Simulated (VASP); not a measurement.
# P (P2/m) in VASP: notebook

The runs below take P through single point, with PBE.

Everything below comes from runs of VASP 6.6.1. Logs are shortened: lines on timing, memory, paths and dates and some standing lists are left out, and cuts for length are marked.

## (1) Starting point

Symmetry: P2/m, No. 10, monoclinic system. The conventional cell has a = 2.425 Å, b = 2.439 Å, c = 4.852 Å, α = 90.00°, β = 90.24°, γ = 90.00°. P (site symmetry m) has 6 P at 2.42 to 2.44 Å as nearest neighbours.

This isn't the form of P at room conditions, which is orthorhombic.

## (2) Single point, PBE

The input, INCAR:

```
PREC = Accurate
ENCUT = 520
EDIFF = 1E-6
ISMEAR = 0
SIGMA = 0.1
LREAL = False
LASPH = True
NELM = 100
ALGO = Normal
ISIF = 2
LWAVE = False
LCHARG = False
GGA = PE
ADDGRID = False
```

The input, KPOINTS:

```
regular mesh
0
Gamma
  23 23 12
```

The input, POSCAR:

```
P
1.0
    2.4246941115      0.0000000000      0.0000000000
    0.0000000000      2.4385351442      0.0000000000
   -0.0203144631      0.0000000000      4.8524328982
P
2
Direct
    0.0000000300      0.0000000000      0.7494253600
    0.9999999700      0.0000000000      0.2505746400
```

Potentials or basis: VASP PAW PBE potentials, release 64 (P).

On the command line:

```
> cat potpaw_PBE.64/P/POTCAR > POTCAR
> mpirun -np 1 vasp_std > vasp.out
```

OUTCAR:

```text
PREC = Accurate
   ENCUT = 520
   EDIFF = 1E-6
   ISMEAR = 0
   LREAL = False
   LASPH = True
   NELM = 100
   ISIF = 2
   GGA = PE

 Found   1668 irreducible k-points:

 Following reciprocal coordinates:
            Coordinates               Weight
  0.000000  0.000000  0.000000      1.000000
  0.043478  0.000000 -0.000000      2.000000
  0.086957  0.000000 -0.000000      2.000000
  0.130435  0.000000 -0.000000      2.000000
  0.173913  0.000000 -0.000000      2.000000
  0.217391  0.000000 -0.000000      2.000000
   k-points           NKPTS =   1668   k-points in BZ     NKDIM =   1668   number of bands    NBANDS=      9
   number of dos      NEDOS =    301   number of ions     NIONS =      2
   total plane-waves  NPLWV =  11664
   dimension x,y,z NGX =    18 NGY =   18 NGZ =   36
   dimension x,y,z NGXF=    36 NGYF=   36 NGZF=   72
   ions per type =               2
   NGX,Y,Z   is equivalent  to a cutoff of  12.34, 12.27, 12.33 a.u.
   NGXF,Y,Z  is equivalent  to a cutoff of  24.68, 24.54, 24.67 a.u.
 SYSTEM =  unknown system
   PREC   = accura    normal or accurate (medium, high low for compatibility)
   ISTART =      0    job   : 0-new  1-cont  2-samecut
   ICHARG =      2    charge: 1-file 2-atom 10-const
   ISPIN  =      1    spin polarized calculation?
   LNONCOLLINEAR =      F non collinear calculations
   LSORBIT =      F    spin-orbit coupling
   LASPH  =      T    aspherical Exc in radial PAW
   ENCUT  =  520.0 eV  38.22 Ry    6.18 a.u.   4.51  4.53  9.02*2*pi/ulx,y,z
   NELM   =    100;   NELMIN=  2; NELMDL= -5     # of ELM steps
   EDIFF  = 0.1E-05   stopping-criterion for ELM
   LREAL  =      F    real-space projection
   EDIFFG = 0.1E-04   stopping-criterion for IOM
   NSW    =      0    number of steps for IOM
   IBRION =     -1    ionic relax: 0-MD 1-quasi-New 2-CG
   NFREE  =      0    steps in history (QN), initial steepest desc. (CG)
   ISIF   =      2    stress and relaxation
   ISYM   =      2    0-nonsym 1-usesym 2-fastsym
   POTIM  = 0.5000    time-step for ionic-motion
   TEBEG  =    0.0;   TEEND  =   0.0 temperature during run
   PSTRESS=    0.0 pullay stress
   NELECT =      10.0000    total number of electrons
   NUPDOWN=      -1.0000    fix difference up-down
   EMIN   =  10.00;   EMAX   =-10.00  energy-range for DOS
   EFERMI =   0.00;   METHOD = LEGACY
   ISMEAR =     0;   SIGMA  =   0.10  broadening in eV -4-tet -1-fermi 0-gaus
   EFERMI_NEDOS =   21; number of points for ismear=-14 and -15
   IALGO  =     38    algorithm
   IMIX   =      4    mixing-type and parameters
     AMIX     =   0.40;   BMIX     =  1.00
     AMIX_MAG =   1.60;   BMIX_MAG =  1.00
  volume/ion in A,a.u.               =      14.35        96.81
  Fermi-wavevector in a.u.,A,eV,Ry     =   1.152107  2.177167 18.059715  1.327352
  Thomas-Fermi vector in A             =   2.288761
   LORBIT       =      0    0 simple, 1 ext, 2 COOP (PROOUT), +10 PAW based schemes
   GGA     = PE    functional components
   LHFCALC =     F    Hartree Fock is set to
   AEXX    =    0.0000 exact exchange contribution
   IVDW    =     0    specifies the selected vdW correction
   LEPSILON=     F    determine dielectric tensor
   LRPA    =     F    only Hartree local field effects (RPA)
 non-spin polarized calculation
 Gauss-broadening in eV      SIGMA  =   0.10
  energy-cutoff  :      520.00
  volume of cell :       28.69
 maximum number of plane-waves:       795
 NGX is ok and might be reduce to    18
   NGX =  9   NGY =  9   NGZ = 19

 number of electron      10.0000000 magnetization

 number of electron       9.9999996 magnetization

 Free energy of the ion-electron system (eV)
  ---------------------------------------------------
  ext. energy  EPLUGINS =         0.00000000
  ---------------------------------------------------
  free energy    TOTEN  =       -10.53933344 eV

  energy without entropy =      -10.53605163  energy(sigma->0) =      -10.53769254

 E-fermi :   9.8431     XC(G=0): -11.3454

 val. band max:        9.8429282846   @ k =   0.0000   0.2609   0.0833
 cond. band min:       9.8442490721   @ k =  -0.2174   0.0870   0.4167
 fundamental gap:      0.0013207875
 Fermi energy:         9.8430988547

 k-point     1 :       0.0000    0.0000    0.0000
  band No.  band energies     occupation
      1      -6.7978      2.00000
      2      -2.3709      2.00000
      3       1.0597      2.00000
      4      14.8039      0.00000
      5      15.0118      0.00000
      6      15.0530      0.00000
      7      16.6054      0.00000
      8      16.6721      0.00000
      9      17.7295      0.00000

 k-point     2 :       0.0435    0.0000   -0.0000
  band No.  band energies     occupation
      1      -6.7538      2.00000
      2      -2.3267      2.00000
      3       1.0996      2.00000
      4      14.0309      0.00000
      5      14.8388      0.00000
      6      15.0538      0.00000
      7      16.6537      0.00000
      8      17.0531      0.00000
      9      17.6192      0.00000

 k-point     3 :       0.0870    0.0000   -0.0000
  band No.  band energies     occupation
      1      -6.6222      2.00000
      2      -2.1944      2.00000
      3       1.2187      2.00000
      4      12.4842      0.00000
      5      14.9428      0.00000
      6      15.1574      0.00000
      7      15.6812      0.00000
      8      16.7588      0.00000
      9      17.8405      0.00000

 k-point     4 :       0.1304    0.0000   -0.0000
  band No.  band energies     occupation
      1      -6.4036      2.00000
      2      -1.9745      2.00000
      3       1.4157      2.00000
      4      10.9031      0.00000
      5      14.2511      0.00000
      6      15.1144      0.00000
      7      15.3287      0.00000
      8      16.9307      0.00000
      9      18.0012      0.00000

 k-point     5 :       0.1739    0.0000   -0.0000
  band No.  band energies     occupation
      1      -6.0993      2.00000
      2      -1.6678      2.00000
      3       1.6878      2.00000
      4       9.3505      2.00000
      5      12.8224      0.00000
      6      15.3508      0.00000
      7      15.5646      0.00000
      8      17.1645      0.00000
      9      18.2231      0.00000

 k-point     6 :       0.2174    0.0000   -0.0000
  band No.  band energies     occupation
      1      -5.7117      2.00000
      2      -1.2758      2.00000
      3       2.0306      2.00000
      4       7.8502      2.00000
      5      11.4212      0.00000
      6      15.6471      0.00000
      7      15.8602      0.00000
      8      17.0138      0.00000
      9      17.4531      0.00000

 [... further k-points ...]

------------------------ aborting loop because EDIFF is reached ----------------------------------------

  FORCE on cell =-STRESS in cart. coord.  units (eV):
  Direction    XX          YY          ZZ          XY          YZ          ZX
  --------------------------------------------------------------------------------------
  -------------------------------------------------------------------------------------
  Total        0.4722314      0.2026029      0.3340293      0.0000000      0.0000000      0.0452443
  in kB       26.3705929     11.3138585     18.6530398      0.0000000      0.0000000      2.5265567
  external PRESSURE =      18.7791637 kB  Pullay stress =       0.0000000 kB

 VOLUME and BASIS-vectors are now :
 -----------------------------------------------------------------------------
  energy-cutoff  :      520.00
  volume of cell :       28.69
      direct lattice vectors                 reciprocal lattice vectors
     2.424694112  0.000000000  0.000000000     0.412423157  0.000000000  0.001726589
     0.000000000  2.438535144  0.000000000     0.000000000  0.410082259  0.000000000
    -0.020314463  0.000000000  4.852432898     0.000000000  0.000000000  0.206082190

 POSITION                                       TOTAL-FORCE (eV/Angst)
 -----------------------------------------------------------------------------------
     -0.01522      0.00000      3.63654         0.000164      0.000000      0.011419
      2.41960      0.00000      1.21590        -0.000164      0.000000     -0.011419
 -----------------------------------------------------------------------------------
    total drift:                                0.000000      0.000000     -0.000000

  FREE ENERGIE OF THE ION-ELECTRON SYSTEM (eV)
  ---------------------------------------------------
  free  energy   TOTEN  =       -10.5393334411 eV

  energy  without entropy=      -10.5360516322  energy(sigma->0) =      -10.53769254
```

It took 3.5 min on 1 thread of Intel Xeon Platinum 8259CL at 2.50GHz (Skylake/Cascade Lake), shared host; peak memory 0.44 GiB.

The run converged, but some of its settings lie outside the range that counts as converged, so its numbers aren't taken as properties of the crystal.

Results:

```yaml
Free_energy: -10.5393 eV
Pressure: 1.9 GPa
Largest_force: 0.011 eV/Å
Band_gap_on_the_k_mesh: none (metal or under the smearing width)
```

## (3) Single point, PBE

INCAR is that of step 2.

KPOINTS is that of step 2.

The input, POSCAR:

```
P
1.0
    2.4246941115      0.0000000000      0.0000000000
    0.0000000000      2.4385351442      0.0000000000
   -0.0203144631      0.0000000000      4.8524328982
P
2
Direct
   -0.0009640000     -0.0137570000      0.7520410000
    1.0088450000      0.0001830000      0.2407300000
```

Potentials or basis: VASP PAW PBE potentials, release 64 (P).

On the command line:

```
> cat potpaw_PBE.64/P/POTCAR > POTCAR
> mpirun -np 1 vasp_std > vasp.out
```

It took 7.2 min on 1 thread of Intel Xeon Platinum 8259CL at 2.50GHz (Skylake/Cascade Lake), shared host; peak memory 0.73 GiB.

The run converged, but some of its settings lie outside the range that counts as converged, so its numbers aren't taken as properties of the crystal.

Results:

```
Free energy            : -10.5353 eV
Pressure               : 2.2 GPa
Largest force          : 0.111 eV/Å
Band gap on the k mesh : none (metal or under the smearing width)
```

## (4) Single point, PBE

INCAR: that of step 3 with these lines changed.

```diff
@@ -1,3 +1,3 @@
 PREC = Accurate
-ENCUT = 520
+ENCUT = 650
 EDIFF = 1E-6
```

KPOINTS is that of step 3.

The input, POSCAR:

```
P
1.0
    2.4246941115      0.0000000000      0.0000000000
    0.0000000000      2.4385351442      0.0000000000
   -0.0203144631      0.0000000000      4.8524328982
P
2
Direct
    0.0000000300      0.0000000000      0.7494253600
    0.9999999700      0.0000000000      0.2505746400
```

Potentials or basis: VASP PAW PBE potentials, release 64 (P).

On the command line:

```
> cat potpaw_PBE.64/P/POTCAR > POTCAR
> mpirun -np 1 vasp_std > vasp.out
```

OUTCAR:

```text
PREC = Accurate
   ENCUT = 650
   EDIFF = 1E-6
   ISMEAR = 0
   LREAL = False
   LASPH = True
   NELM = 100
   ISIF = 2
   GGA = PE

 Found   1668 irreducible k-points:

 Following reciprocal coordinates:
            Coordinates               Weight
  0.000000  0.000000  0.000000      1.000000
  0.043478  0.000000 -0.000000      2.000000
  0.086957  0.000000 -0.000000      2.000000
  0.130435  0.000000 -0.000000      2.000000
  0.173913  0.000000 -0.000000      2.000000
  0.217391  0.000000 -0.000000      2.000000
   k-points           NKPTS =   1668   k-points in BZ     NKDIM =   1668   number of bands    NBANDS=      9
   number of dos      NEDOS =    301   number of ions     NIONS =      2
   total plane-waves  NPLWV =  16000
   dimension x,y,z NGX =    20 NGY =   20 NGZ =   40
   dimension x,y,z NGXF=    40 NGYF=   40 NGZF=   80
   ions per type =               2
   NGX,Y,Z   is equivalent  to a cutoff of  13.71, 13.63, 13.70 a.u.
   NGXF,Y,Z  is equivalent  to a cutoff of  27.43, 27.27, 27.41 a.u.
 SYSTEM =  unknown system
   PREC   = accura    normal or accurate (medium, high low for compatibility)
   ISTART =      0    job   : 0-new  1-cont  2-samecut
   ICHARG =      2    charge: 1-file 2-atom 10-const
   ISPIN  =      1    spin polarized calculation?
   LNONCOLLINEAR =      F non collinear calculations
   LSORBIT =      F    spin-orbit coupling
   LASPH  =      T    aspherical Exc in radial PAW
   ENCUT  =  650.0 eV  47.77 Ry    6.91 a.u.   5.04  5.07 10.09*2*pi/ulx,y,z
   NELM   =    100;   NELMIN=  2; NELMDL= -5     # of ELM steps
   EDIFF  = 0.1E-05   stopping-criterion for ELM
   LREAL  =      F    real-space projection
   EDIFFG = 0.1E-04   stopping-criterion for IOM
   NSW    =      0    number of steps for IOM
   IBRION =     -1    ionic relax: 0-MD 1-quasi-New 2-CG
   NFREE  =      0    steps in history (QN), initial steepest desc. (CG)
   ISIF   =      2    stress and relaxation
   ISYM   =      2    0-nonsym 1-usesym 2-fastsym
   POTIM  = 0.5000    time-step for ionic-motion
   TEBEG  =    0.0;   TEEND  =   0.0 temperature during run
   PSTRESS=    0.0 pullay stress
   NELECT =      10.0000    total number of electrons
   NUPDOWN=      -1.0000    fix difference up-down
   EMIN   =  10.00;   EMAX   =-10.00  energy-range for DOS
   EFERMI =   0.00;   METHOD = LEGACY
   ISMEAR =     0;   SIGMA  =   0.10  broadening in eV -4-tet -1-fermi 0-gaus
   EFERMI_NEDOS =   21; number of points for ismear=-14 and -15
   IALGO  =     38    algorithm
   IMIX   =      4    mixing-type and parameters
     AMIX     =   0.40;   BMIX     =  1.00
     AMIX_MAG =   1.60;   BMIX_MAG =  1.00
  volume/ion in A,a.u.               =      14.35        96.81
  Fermi-wavevector in a.u.,A,eV,Ry     =   1.152107  2.177167 18.059715  1.327352
  Thomas-Fermi vector in A             =   2.288761
   LORBIT       =      0    0 simple, 1 ext, 2 COOP (PROOUT), +10 PAW based schemes
   GGA     = PE    functional components
   LHFCALC =     F    Hartree Fock is set to
   AEXX    =    0.0000 exact exchange contribution
   IVDW    =     0    specifies the selected vdW correction
   LEPSILON=     F    determine dielectric tensor
   LRPA    =     F    only Hartree local field effects (RPA)
 non-spin polarized calculation
 Gauss-broadening in eV      SIGMA  =   0.10
  energy-cutoff  :      650.00
  volume of cell :       28.69
 maximum number of plane-waves:      1096
   NGX = 11   NGY = 11   NGZ = 21

 number of electron      10.0000001 magnetization

 Free energy of the ion-electron system (eV)
  ---------------------------------------------------
  ext. energy  EPLUGINS =         0.00000000
  ---------------------------------------------------
  free energy    TOTEN  =       -10.53989620 eV

  energy without entropy =      -10.53661424  energy(sigma->0) =      -10.53825522

 E-fermi :   9.8429     XC(G=0): -11.3454

 val. band max:        9.8427168810   @ k =   0.0000   0.2609   0.0833
 cond. band min:       9.8440614531   @ k =  -0.2174   0.0870   0.4167
 fundamental gap:      0.0013445721
 Fermi energy:         9.8428852554

 k-point     1 :       0.0000    0.0000    0.0000
  band No.  band energies     occupation
      1      -6.7978      2.00000
      2      -2.3709      2.00000
      3       1.0596      2.00000
      4      14.8038      0.00000
      5      15.0116      0.00000
      6      15.0529      0.00000
      7      16.6049      0.00000
      8      16.6717      0.00000
      9      17.7519      0.00000
[... 49 lines left out ...]
 k-point     6 :       0.2174    0.0000   -0.0000
  band No.  band energies     occupation
      1      -5.7117      2.00000
      2      -1.2758      2.00000
      3       2.0304      2.00000
      4       7.8500      2.00000
      5      11.4210      0.00000
      6      15.6469      0.00000
      7      15.8601      0.00000
      8      17.0134      0.00000
      9      17.4526      0.00000

 [... further k-points ...]

------------------------ aborting loop because EDIFF is reached ----------------------------------------

  FORCE on cell =-STRESS in cart. coord.  units (eV):
  Direction    XX          YY          ZZ          XY          YZ          ZX
  --------------------------------------------------------------------------------------
  -------------------------------------------------------------------------------------
  Total        0.4782455      0.2085730      0.3399902      0.0000000      0.0000000      0.0452264
  in kB       26.7064398     11.6472455     18.9859106      0.0000000      0.0000000      2.5255585
  external PRESSURE =      19.1131986 kB  Pullay stress =       0.0000000 kB

 VOLUME and BASIS-vectors are now :
 -----------------------------------------------------------------------------
  energy-cutoff  :      650.00
  volume of cell :       28.69
      direct lattice vectors                 reciprocal lattice vectors
     2.424694112  0.000000000  0.000000000     0.412423157  0.000000000  0.001726589
     0.000000000  2.438535144  0.000000000     0.000000000  0.410082259  0.000000000
    -0.020314463  0.000000000  4.852432898     0.000000000  0.000000000  0.206082190

 POSITION                                       TOTAL-FORCE (eV/Angst)
 -----------------------------------------------------------------------------------
     -0.01522      0.00000      3.63654         0.000164      0.000000      0.011448
      2.41960      0.00000      1.21590        -0.000164     -0.000000     -0.011448
 -----------------------------------------------------------------------------------
    total drift:                                0.000000     -0.000000     -0.000000

  FREE ENERGIE OF THE ION-ELECTRON SYSTEM (eV)
  ---------------------------------------------------
  free  energy   TOTEN  =       -10.5398961952 eV

  energy  without entropy=      -10.5366142447  energy(sigma->0) =      -10.53825522
```

OSZICAR:

```text
N       E                     dE             d eps       ncg     rms          rms(c)
DAV:   1     0.236627060816E+02    0.23663E+02   -0.53044E+03 30024   0.116E+03
DAV:   2    -0.959217355294E+01   -0.33255E+02   -0.32011E+02 44869   0.130E+02
DAV:   3    -0.105293769009E+02   -0.93720E+00   -0.92294E+00 39758   0.239E+01
DAV:   4    -0.105353327034E+02   -0.59558E-02   -0.59427E-02 43601   0.187E+00
DAV:   5    -0.105353561145E+02   -0.23411E-04   -0.23395E-04 39589   0.903E-02    0.670E+00
DAV:   6    -0.105375317610E+02   -0.21756E-02   -0.10399E-03 40409   0.383E-01    0.397E+00
DAV:   7    -0.105396711919E+02   -0.21394E-02   -0.29434E-03 32743   0.637E-01    0.114E-01
DAV:   8    -0.105398718063E+02   -0.20061E-03   -0.13616E-04 38598   0.114E-01    0.268E-02
DAV:   9    -0.105398956425E+02   -0.23836E-04   -0.22203E-05 34375   0.457E-02    0.379E-03
DAV:  10    -0.105398961952E+02   -0.55268E-06   -0.48603E-07 30104   0.643E-03
   1 F= -.10539896E+02 E0= -.10538255E+02  d E =-.328195E-02
```

stdout:

```text
POSCAR found type information on POSCAR P
 POSCAR found :  1 types and       2 ions
 scaLAPACK will be used
 LDA part: xc-table for (Slater+PW92), standard interpolation
 POSCAR, INCAR and KPOINTS ok, starting setup
 FFT: planning ... GRIDC
 FFT: planning ... GRID_SOFT
 FFT: planning ... GRID
 WAVECAR not read
 entering main loop
```

It took 5 min on 1 thread of Intel Xeon Platinum 8259CL at 2.50GHz (Skylake/Cascade Lake), shared host; peak memory 0.55 GiB.

These settings aren't checked as converged: the numbers below hold their error.

What came out:

* Free energy: -10.5399 eV
* Pressure: 1.9 GPa
* Largest force: 0.011 eV/Å
* Band gap on the k mesh: none (metal or under the smearing width)

(Part 1 of 2 ends here.)
